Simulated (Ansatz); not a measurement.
# HfO2 (P2_1/c): the host for defect calculations, part 2 of 2

Before any defect goes in: HfO2 (P2_1/c) at rest, and how it screens a charge.

Ansatz 0.2.0; plane-wave PAW DFT, r2SCAN; relaxation of the host's cell and atoms; PAW set soft_1 (the session's first sound run).

So far. Step 3 (Dielectric tensors of the host): The principal values of the electronic dielectric tensor are 4.68, 5.06 and 5.09. The principal values of the static dielectric tensor are 15.30, 19.46 and 21.76.

## 4. Defect free supercell relaxed in its symmetry

This cell, the one that will hold the defects, is built from the relaxed host. Its coarser k-points can move the atoms a little, so it is relaxed from the symmetric sites, as the reference for the test of stability.

This step: plane-wave PAW DFT, r2SCAN; relaxation of the defect-free supercell in its symmetry; PAW set soft_1 (Ansatz 0.2.0).

System of this step: HfO2 (P2_1/c). The cell holds 96 atoms: 32 Hf and 64 O. Its edges and angles: a = 10.229 Å, b = 10.363 Å, c = 10.593 Å, α = 90.0°, β = 99.5°, γ = 90.0°.

pristine.symmetric/input.yaml reads:

```yaml
crystal:
  lattice:
    - [10.2294504898, 0.0, 0.0087819208]
    - [0.0, 10.3626286749, 0.0]
    - [-1.7504376039, 0.0, 10.4476751421]
  atoms:
    - { symbol: Hf, position: [0.1380886692, 0.2290864202, 0.3541307092] }
    - { symbol: Hf, position: [0.3619113308, 0.4790864202, 0.3958692908] }
    - { symbol: Hf, position: [0.3619113308, 0.2709135798, 0.1458692908] }
    - { symbol: Hf, position: [0.1380886692, 0.0209135798, 0.1041307092] }
    - { symbol: O, position: [0.2239984862, 0.3711857871, 0.4892109611] }
    - { symbol: O, position: [0.2760015138, 0.1211857871, 0.2607890389] }
    - { symbol: O, position: [0.2760015138, 0.1288142129, 0.0107890389] }
    - { symbol: O, position: [0.2239984862, 0.3788142129, 0.2392109611] }
    - { symbol: O, position: [0.0349713344, 0.1667376796, 0.1721316082] }
    - { symbol: O, position: [0.4650286656, 0.4167376796, 0.0778683918] }
    - { symbol: O, position: [0.4650286656, 0.3332623204, 0.3278683918] }
    - { symbol: O, position: [0.0349713344, 0.0832623204, 0.4221316082] }
    - { symbol: Hf, position: [0.1380886692, 0.2290864202, 0.8541307092] }
    - { symbol: Hf, position: [0.3619113308, 0.4790864202, 0.8958692908] }
    - { symbol: Hf, position: [0.3619113308, 0.2709135798, 0.6458692908] }
    - { symbol: Hf, position: [0.1380886692, 0.0209135798, 0.6041307092] }
    - { symbol: O, position: [0.2239984862, 0.3711857871, 0.9892109611] }
    - { symbol: O, position: [0.2760015138, 0.1211857871, 0.7607890389] }
    - { symbol: O, position: [0.2760015138, 0.1288142129, 0.5107890389] }
    - { symbol: O, position: [0.2239984862, 0.3788142129, 0.7392109611] }
    - { symbol: O, position: [0.0349713344, 0.1667376796, 0.6721316081] }
    - { symbol: O, position: [0.4650286656, 0.4167376796, 0.5778683919] }
    - { symbol: O, position: [0.4650286656, 0.3332623204, 0.8278683919] }
    - { symbol: O, position: [0.0349713344, 0.0832623204, 0.9221316082] }
    - { symbol: Hf, position: [0.1380886692, 0.7290864202, 0.3541307092] }
    - { symbol: Hf, position: [0.3619113308, 0.9790864202, 0.3958692908] }
    - { symbol: Hf, position: [0.3619113308, 0.7709135798, 0.1458692908] }
    - { symbol: Hf, position: [0.1380886692, 0.5209135798, 0.1041307092] }
    - { symbol: O, position: [0.2239984862, 0.8711857871, 0.4892109611] }
    - { symbol: O, position: [0.2760015138, 0.6211857871, 0.2607890389] }
[... 60 atom lines left out ...]
    - { symbol: O, position: [0.7760015138, 0.6288142129, 0.5107890389] }
    - { symbol: O, position: [0.7239984862, 0.8788142129, 0.7392109611] }
    - { symbol: O, position: [0.5349713344, 0.6667376796, 0.6721316081] }
    - { symbol: O, position: [0.9650286656, 0.9167376796, 0.5778683919] }
    - { symbol: O, position: [0.9650286656, 0.8332623204, 0.8278683919] }
    - { symbol: O, position: [0.5349713344, 0.5832623204, 0.9221316082] }
basis:
  ecutwfc: 500
  xc_grid: 2
hamiltonian:
  xc: r2scan
  pseudopotentials: { kind: paw, azcp: { folder: soft_1 } }
kpoints:
  mp_grid: { grid: [1, 1, 1] }
scf:
  occupations: { method: fermi_dirac, width: 0.01 }
  max_iter: 100
  lower_state_search: "off"
output:
  forces: true
relax:
  f_tol: 0.015
  max_steps: 60
  escape_saddle: false
checkpoint:
  write: "../pristine.symmetric.run"
  compress: false
  write_wavefunctions: false
  write_every: 100000
```

Launch:

```
> ansatz run input.yaml --threads 32 --pin off --max-ram 131891MiB --backend cuda --events-out ev --progress --plain --runs-dir out
```

Numbers of over 12 decimals in the logs are rounded to 6 here.

Output:

```text
[...]
device memory: the entry about to start is reckoned to put 5.0 GiB on a device that reports 182.5 GiB free
GPU FFT provider: cuFFT
GPU libraries: cuBLAS 13.8.1, cuFFT 12.4.0, cuSOLVER 12.3.2
GPU matrix products: emulated (plane waves: as basis.precision tells), large ones in fixed point in workspaces of 1.00 GiB
Crystal: 96 atoms, lattice volume = 1107.655 Å³
Basis set: ecut = 500 eV, 28081 PW (Γ), exchange–correlation on 150×160×160 points (8 copies of the dense FFT grid, shifted against one another)
Bands: 730, of which v1, the nominal top of the filled ones, is band 608 counted from 1 (607 counted from 0)
Symmetry: 32 space group operations
[...]
k-points: 1
[...]
GPU buffer pool allocated for 480000 grid points (all kernels)
GPU transforms: local potential: pruned to the plane-wave sphere, on 75×75×80; band sums: pruned to the plane-wave sphere, on 75×80×80
[...]
SCF iter   1: F=-540044.301247 eV  HF=-540078.109117 eV  |Δ(HF+E_count)|=         —  Δρ=8.88e-2  dr2=6.76e1  dr2_τ=5.20e0  Hψ=2195
[...]
SCF iter   3: F=-540065.360828 eV  HF=-540070.040970 eV  |Δ(HF+E_count)|=   4.96e-1  Δρ=2.25e-2  dr2=4.81e0  dr2_τ=5.22e-1  Hψ=1104
automatic band count: iteration 3 solves 705 bands in place of 730: the levels show a gap, and the empty bands left out lie too high to hold charge; the band table lists the bands solved (type scf.n_extra_bands for more)
SCF iter   4: F=-540068.796286 eV  HF=-540068.664134 eV  |Δ(HF+E_count)|=    1.38e0  Δρ=7.31e-3  dr2=4.29e-1  dr2_τ=2.91e-2  Hψ=1238
[...]
SCF iter  10: F=-540068.822313 eV  HF=-540068.822313 eV  |Δ(HF+E_count)|=   4.56e-6  Δρ=1.09e-5  dr2=1.10e-6  dr2_τ=1.75e-7  Hψ=2571
SCF 1 converged in 10 iterations: F = -540068.822313 eV  dr2 = 1.10e-6
[...]
relax step   1: F+E_penalty+E_count = -540068.82231293 eV  Δ(F+E_penalty+E_count) = +0.000e0 eV  max|allowed force component| = 9.155e-3 eV/Å  Δτ_max = 0.0000 Å  (10 SCF iters, dr2 threshold 5.63e-6 eV, accepted)
[...]
SCF iter   4: F=-540068.822313 eV  HF=-540068.822313 eV  |Δ(HF+E_count)|=   3.43e-8  Δρ=8.22e-7  dr2=1.20e-8  dr2_τ=4.45e-10  Hψ=2488
SCF 2 converged in 4 iterations: F = -540068.822313 eV  dr2 = 1.20e-8
relax step   2: F+E_penalty+E_count = -540068.82231305 eV  Δ(F+E_penalty+E_count) = -1.262e-7 eV  max|allowed force component| = 9.189e-3 eV/Å  Δτ_max = 0.0000 Å  (4 SCF iters, accepted)
[...]
SCF iter   2: F=-540068.822313 eV  HF=-540068.822313 eV  |Δ(HF+E_count)|=   1.98e-9  Δρ=7.02e-7  dr2=7.14e-9  dr2_τ=3.03e-10  Hψ=1917
SCF 3 converged in 2 iterations: F = -540068.822313 eV  dr2 = 7.14e-9
SCF converged after 2 iterations
Free energy (F): -540068.822313 eV
[...]
Internal energy: -540068.822313 eV  (E = F + TS)
E sigma→0 (E₀):  -540068.822313 eV
Fermi energy:    14.893559 eV
[...]
--- Forces (eV/Å), atoms counted from 1 ---
  atom   1  Hf    -0.00621753    -0.00919331    -0.00422727
  atom   2  Hf     0.00621753    -0.00919331     0.00422727
  atom   3  Hf     0.00621753     0.00919331     0.00422727
  atom   4  Hf    -0.00621753     0.00919331    -0.00422727
  atom   5  O     -0.00678845    -0.00238227    -0.00369237
  atom   6  O      0.00678845    -0.00238227     0.00369237
  [... 90 more lines of this table ...]
  max |Σ_I F_I| component: 4.68e-17 eV/Å
--- Relaxed structure (2 steps of the walk, 2 accepted, 0 SCFs on fresh bases) ---
  F+E_penalty+E_count = -540068.82231305 eV   max|allowed force component| = 9.189e-3 eV/Å
  atoms:
    - { symbol: Hf, position: [0.138089, 0.229086, 0.354131] }
    - { symbol: Hf, position: [0.3619113308, 0.4790864202, 0.395869] }
    - { symbol: Hf, position: [0.361911, 0.2709135798, 0.145869] }
    - { symbol: Hf, position: [0.138089, 0.0209135798, 0.104131] }
    - { symbol: O, position: [0.223998, 0.3711857871, 0.489211] }
    - { symbol: O, position: [0.276002, 0.1211857871, 0.260789] }
  [... 90 more lines of this table ...]
```

The job ended after 2.8 s (1 × NVIDIA GB200 with 32 threads of Arm Neoverse V2, shared host; peak memory 1.4 GiB; 7.4 s of CPU time).

Hardly anything moved in the relaxation; the energy changed by under 0.2 meV an atom.

## 5. Defect free supercell relaxed from displaced atoms

This step: plane-wave PAW DFT, r2SCAN; relaxation of the defect-free supercell from random displacements, a test of the host's stability; PAW set soft_1 (Ansatz 0.2.0).

pristine.rattled/input.yaml, as its differences from pristine.symmetric/input.yaml of step 4:

```diff
@@ -59,6 +59,6 @@
   f_tol: 0.015
-  max_steps: 60
-  escape_saddle: false
+  max_steps: 120
+  random_displacement: { amplitude: 0.06, seed: 2441 }
 checkpoint:
-  write: "../pristine.symmetric.run"
+  write: "../pristine.rattled.run"
   compress: false
```

Output:

```text
[...]
Crystal: 96 atoms, lattice volume = 1107.655 Å³
Basis set: ecut = 500 eV, 28081 PW (Γ), exchange–correlation on 150×160×160 points (8 copies of the dense FFT grid, shifted against one another)
Bands: 730, of which v1, the nominal top of the filled ones, is band 608 counted from 1 (607 counted from 0)
Symmetry: 1 space group operations
k-points: 1
[...]
SCF iter   1: F=-540040.895400 eV  HF=-540075.696617 eV  |Δ(HF+E_count)|=         —  Δρ=8.92e-2  dr2=6.87e1  dr2_τ=5.26e0  Hψ=2173
[...]
SCF iter   3: F=-540062.483235 eV  HF=-540067.235385 eV  |Δ(HF+E_count)|=   5.66e-1  Δρ=2.27e-2  dr2=4.89e0  dr2_τ=5.36e-1  Hψ=1102
[...]
SCF 1 converged in 11 iterations: F = -540066.011853 eV  dr2 = 8.18e-7
[...]
relax step   1: F+E_penalty+E_count = -540066.01185255 eV  Δ(F+E_penalty+E_count) = +0.000e0 eV  max|allowed force component| = 2.203e0 eV/Å  Δτ_max = 0.0000 Å  (11 SCF iters, dr2 threshold 5.63e-6 eV, accepted)
[...]
relax step   2: F+E_penalty+E_count = -540067.85157288 eV  Δ(F+E_penalty+E_count) = -1.840e0 eV  max|allowed force component| = 1.086e0 eV/Å  Δτ_max = 0.1207 Å  (7 SCF iters, dr2 threshold 1.00e-4 eV, accepted)
relax step   3: F+E_penalty+E_count = -540068.81937650 eV  Δ(F+E_penalty+E_count) = -9.678e-1 eV  max|allowed force component| = 3.990e-2 eV/Å  Δτ_max = 0.0838 Å  (6 SCF iters, dr2 threshold 7.37e-5 eV, accepted)
relax step   4: F+E_penalty+E_count = -540068.81940939 eV  Δ(F+E_penalty+E_count) = -3.288e-5 eV  max|allowed force component| = 4.297e-2 eV/Å  Δτ_max = 0.0000 Å  (6 SCF iters, accepted)
[...]
SCF iter   2: F=-540068.816378 eV  HF=-540068.816596 eV  |Δ(HF+E_count)|=   7.22e-3  Δρ=4.01e-4  dr2=9.01e-4  dr2_τ=9.32e-5  Hψ=1420
[...]
SCF iter   8: F=-540068.822649 eV  HF=-540068.822649 eV  |Δ(HF+E_count)|=   2.39e-8  Δρ=1.09e-6  dr2=9.10e-9  dr2_τ=8.08e-10  Hψ=2322
SCF 5 converged in 8 iterations: F = -540068.822649 eV  dr2 = 9.10e-9
[...]
relax step   5: F+E_penalty+E_count = -540068.82264868 eV  Δ(F+E_penalty+E_count) = -3.239e-3 eV  max|allowed force component| = 3.536e-3 eV/Å  Δτ_max = 0.0164 Å  (8 SCF iters, accepted)
[...]
SCF iter   1: F=-540068.822649 eV  HF=-540068.822649 eV  |Δ(HF+E_count)|=         —  Δρ=1.09e-6  dr2=9.09e-9  dr2_τ=8.07e-10  Hψ=2889
[...]
SCF iter   2: F=-540068.822649 eV  HF=-540068.822649 eV  |Δ(HF+E_count)|=   3.84e-9  Δρ=6.78e-7  dr2=3.91e-9  dr2_τ=1.91e-10  Hψ=1525
SCF 6 converged in 2 iterations: F = -540068.822649 eV  dr2 = 3.91e-9
SCF converged after 2 iterations
Free energy (F): -540068.822649 eV
[...]
Internal energy: -540068.822649 eV  (E = F + TS)
E sigma→0 (E₀):  -540068.822649 eV
Fermi energy:    14.891287 eV
[...]
--- Forces (eV/Å), atoms counted from 1 ---
  atom   1  Hf     0.00038117    -0.00210488    -0.00069819
  atom   2  Hf    -0.00083223    -0.00065348    -0.00072185
  atom   3  Hf     0.00050885     0.00139530    -0.00029890
  atom   4  Hf    -0.00158385     0.00060992    -0.00127358
  atom   5  O      0.00073939     0.00113474     0.00066347
  atom   6  O     -0.00096236    -0.00035145     0.00047682
  [... 90 more lines of this table ...]
  max |Σ_I F_I| component: 1.53e-3 eV/Å
--- Relaxed structure (5 steps of the walk, 5 accepted, 0 SCFs on fresh bases) ---
  F+E_penalty+E_count = -540068.82264868 eV   max|allowed force component| = 3.536e-3 eV/Å
  atoms:
    - { symbol: Hf, position: [0.138362, 0.228793, 0.354387] }
    - { symbol: Hf, position: [0.362194, 0.478794, 0.396141] }
    - { symbol: Hf, position: [0.362193, 0.270789, 0.146145] }
    - { symbol: Hf, position: [0.138370, 0.020791, 0.104397] }
    - { symbol: O, position: [0.224185, 0.370949, 0.489422] }
    - { symbol: O, position: [0.276373, 0.120972, 0.261104] }
  [... 90 more lines of this table ...]
```

It took 4.5 s on 1 × NVIDIA GB200 with 32 threads; peak memory 1.4 GiB; 16 s of CPU time.

Relaxation path:

| step | energy less that of the first step (eV) | largest force component (eV/Å) |
| --- | --- | --- |
| 1 | 0.0000 | 2.2034 |
| 2 | -1.8397 | 1.0858 |
| 3 | -2.8075 | 0.0399 |
| 4 | -2.8076 | 0.0430 |
| 5 | -2.8108 | 0.0035 |

The relaxation ends 29 meV an atom lower than the displaced start, with a largest force component of 0.0035 eV/Å.

## 6. Host on a dense mesh

This step: plane-wave PAW DFT, r2SCAN; single point of the defect-free host, a test of the k-point sampling; PAW set soft_1 (Ansatz 0.2.0).

System of this step: HfO2 (P2_1/c). It takes space group P2_1/c (No. 14, monoclinic). Conventional cell: a = 5.115 Å, b = 5.181 Å, c = 5.297 Å, α = 90.00°, β = 99.46°, γ = 90.00°. Nearest to Hf lie 7 O at 2.04 to 2.25 Å. O has 4 Hf at 2.14 to 2.25 Å nearest. Nearest to O lie 3 Hf at 2.04 to 2.14 Å. Farther neighbours and most contacts between anions are not listed.

dense/input.yaml reads:

```yaml
crystal:
  lattice:
    - [5.1147252449, 0.0, 0.0043909604]
    - [0.0, 5.1813143374, 0.0]
    - [-0.8752188019, 0.0, 5.2238375711]
  atoms:
    - { symbol: Hf, position: [0.2761773384, 0.4581728403, 0.7082614185] }
    - { symbol: Hf, position: [0.7238226616, 0.9581728403, 0.7917385815] }
    - { symbol: Hf, position: [0.7238226616, 0.5418271597, 0.2917385815] }
    - { symbol: Hf, position: [0.2761773384, 0.0418271597, 0.2082614185] }
    - { symbol: O, position: [0.4479969725, 0.7423715742, 0.9784219222] }
    - { symbol: O, position: [0.5520030275, 0.2423715742, 0.5215780778] }
    - { symbol: O, position: [0.5520030275, 0.2576284258, 0.0215780778] }
    - { symbol: O, position: [0.4479969725, 0.7576284258, 0.4784219222] }
    - { symbol: O, position: [0.0699426689, 0.3334753591, 0.3442632163] }
    - { symbol: O, position: [0.9300573311, 0.8334753591, 0.1557367837] }
    - { symbol: O, position: [0.9300573311, 0.6665246409, 0.6557367837] }
    - { symbol: O, position: [0.0699426689, 0.1665246409, 0.8442632163] }
basis:
  ecutwfc: 500
  xc_grid: 2
hamiltonian:
  xc: r2scan
  pseudopotentials: { kind: paw, azcp: { folder: soft_1 } }
kpoints:
  mp_grid: { grid: [6, 6, 6] }
scf:
  occupations: { method: fermi_dirac, width: 0.01 }
  max_iter: 100
  lower_state_search: "off"
checkpoint:
  write: "../dense.run"
  compress: false
  write_wavefunctions: false
  write_every: 100000
```

Output:

```text
[...]
GPU FFT provider: cuFFT
GPU libraries: cuBLAS 13.8.1, cuFFT 12.4.0, cuSOLVER 12.3.2
[...]
Crystal: 12 atoms, lattice volume = 138.457 Å³
Basis set: ecut = 500 eV, 3535 PW (Γ), exchange–correlation on 80×80×80 points (8 copies of the dense FFT grid, shifted against one another)
Bands: 88, of which v1, the nominal top of the filled ones, is band 76 counted from 1 (75 counted from 0)
Symmetry: 4 space group operations
[...]
k-points: 80 of 216
[...]
GPU buffer pool allocated for 64000 grid points (all kernels)
GPU transforms: local potential and band sums: pruned to the plane-wave sphere, on 40×40×40
[...]
SCF iter   1: F=-67505.564801 eV  HF=-67509.801358 eV  |Δ(HF+E_count)|=         —  Δρ=8.88e-2  dr2=8.44e0  dr2_τ=6.45e-1  Hψ=22226
[...]
SCF iter  11: F=-67508.634752 eV  HF=-67508.634752 eV  |Δ(HF+E_count)|=   7.72e-8  Δρ=2.43e-6  dr2=7.70e-9  dr2_τ=2.64e-10  Hψ=14583
SCF 1 converged in 11 iterations: F = -67508.634752 eV  dr2 = 7.70e-9
[...]
SCF converged after 11 iterations
Free energy (F): -67508.634752 eV
[...]
Internal energy: -67508.634752 eV  (E = F + TS)
E sigma→0 (E₀):  -67508.634752 eV
Fermi energy:    14.892710 eV
[...]
```

Elapsed: 2.2 s, on 1 × NVIDIA GB200 with 32 threads; peak memory 1.2 GiB; 5.4 s of CPU time.

## 7. Defect free supercell at the zone centre

The supercell is run at the zone centre, to see how far that sampling misses the dense mesh.

System of this step: HfO2 (P2_1/c). The cell holds 96 atoms: 32 Hf and 64 O. Its edges and angles: a = 10.229 Å, b = 10.363 Å, c = 10.593 Å, α = 90.0°, β = 99.5°, γ = 90.0°.

pristine.sampling_gamma/input.yaml, as its differences from pristine.rattled/input.yaml of step 5:

```diff
@@ -55,10 +55,4 @@
   lower_state_search: "off"
-output:
-  forces: true
-relax:
-  f_tol: 0.015
-  max_steps: 120
-  random_displacement: { amplitude: 0.06, seed: 2441 }
 checkpoint:
-  write: "../pristine.rattled.run"
+  write: "../pristine.sampling_gamma.run"
   compress: false
```

Output:

```text
[...]
GPU FFT provider: cuFFT
GPU libraries: cuBLAS 13.8.1, cuFFT 12.4.0, cuSOLVER 12.3.2
[...]
Crystal: 96 atoms, lattice volume = 1107.655 Å³
Basis set: ecut = 500 eV, 28081 PW (Γ), exchange–correlation on 150×160×160 points (8 copies of the dense FFT grid, shifted against one another)
Bands: 704, of which v1, the nominal top of the filled ones, is band 608 counted from 1 (607 counted from 0)
Symmetry: 32 space group operations
[...]
k-points: 1
[...]
GPU buffer pool allocated for 480000 grid points (all kernels)
[...]
SCF iter   1: F=-540044.265292 eV  HF=-540078.108269 eV  |Δ(HF+E_count)|=         —  Δρ=8.88e-2  dr2=6.77e1  dr2_τ=5.19e0  Hψ=2149
[...]
SCF iter  11: F=-540068.822313 eV  HF=-540068.822313 eV  |Δ(HF+E_count)|=   4.76e-7  Δρ=3.24e-6  dr2=8.57e-8  dr2_τ=1.23e-8  Hψ=1801
SCF 1 converged in 11 iterations: F = -540068.822313 eV  dr2 = 8.57e-8
[...]
SCF converged after 11 iterations
Free energy (F): -540068.822313 eV
[...]
Internal energy: -540068.822313 eV  (E = F + TS)
E sigma→0 (E₀):  -540068.822313 eV
Fermi energy:    14.893552 eV
[...]
```

Wall time 1.9 s (1 × NVIDIA GB200 with 32 threads); peak memory 1.3 GiB; 4.2 s of CPU time.

## 8. Outcome

```
primitive cell vectors, lengths                                      : 5.115, 5.181, 5.297 Å
electronic dielectric constant                                       : principal values (4.68, 5.06, 5.09)
static dielectric constant                                           : principal values (15.30, 19.46, 21.76)
gap on the k-mesh of the response run (PBEsol)                       : 4.04 eV
supercell relaxed in its symmetry less the displaced and relaxed one : 0.000 eV
energy an atom at the zone centre alone less that on the dense mesh  : 0.003 eV
```

**Reading.** Step 5: The energy fell by 2.811 eV from the randomly displaced start; the atoms end within 0.005 Å of the sites as typed, once the mean shift is taken out. The displaced cell ends within 0.01 eV of the symmetric one relaxed in its symmetry, so no lower structure shows in this supercell. The k-mesh can miss the band edges, so this gap is an upper bound at this level. All at zero temperature.

[Logs are printed without paths, hosts, clocks, repeated set-up lines and the standing remarks that a program may print on its own settings, such as how far it seeks lower states.]

[Hosts, paths, dates, database ids (printed as entryN), source tags and the programs' standing remarks are cut or masked in the printed files.]

[Runs of the host that timed out are not shown.]

[For some hosts the program warned that the k-mesh of the response run may be too coarse for force constants and the static dielectric constant; such warnings are not always shown.]
